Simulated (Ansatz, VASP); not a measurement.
## GaP: VASP beside Ansatz

```xyz
14
Lattice="3.8456 0.0000 0.0000 0.0000 5.4385 0.0000 0.0000 0.0000 26.5367" Properties=species:S:1:pos:R:3 pbc="T T T"
Ga    1.9228    2.7192    7.5000
Ga    0.0000    0.0000    9.4228
Ga    1.9228    2.7192   11.3456
Ga    0.0000    0.0000   13.2683
Ga    1.9228    2.7192   15.1911
Ga    0.0000    0.0000   17.1139
Ga    1.9228    2.7192   19.0367
P     0.0000    4.0788    7.5000
P     1.9228    1.3596    9.4228
P     0.0000    4.0788   11.3456
P     1.9228    1.3596   13.2683
P     0.0000    4.0788   15.1911
P     1.9228    1.3596   17.1139
P     0.0000    4.0788   19.0367
```

Alike in both runs: task single point; functional PBEsol; k mesh 7 × 5 × 1; occupations gaussian, width 0.05 eV; no spin polarisation.

|  | VASP | Ansatz |
| --- | --- | --- |
| version | VASP 6.6.1 | Ansatz 0.2.0 |
| potentials or method | VASP PAW PBE potentials, release 64 (Ga_d, P) | scalar-relativistic, plane waves, PAW |
| plane-wave cutoff (eV) | 520 | 420 |
| valence electrons in the cell | 126 | 126 |

|  | VASP | Ansatz | Ansatz less VASP |
| --- | --- | --- | --- |
| gap on the k mesh at the Fermi level (eV) | 0.52 | 0.52 | +0.006 |
| least direct gap on the mesh (eV) | 0.62 | 0.63 | +0.002 |
| rms of the force components (eV/Å) | 0.572 | 0.569 | -0.0037 |

Ansatz warned: «xc_potential_rough_in_thin_density».

Caveats: the PAW data sets were made with another functional, which shifts forces and pressure a little (VASP).
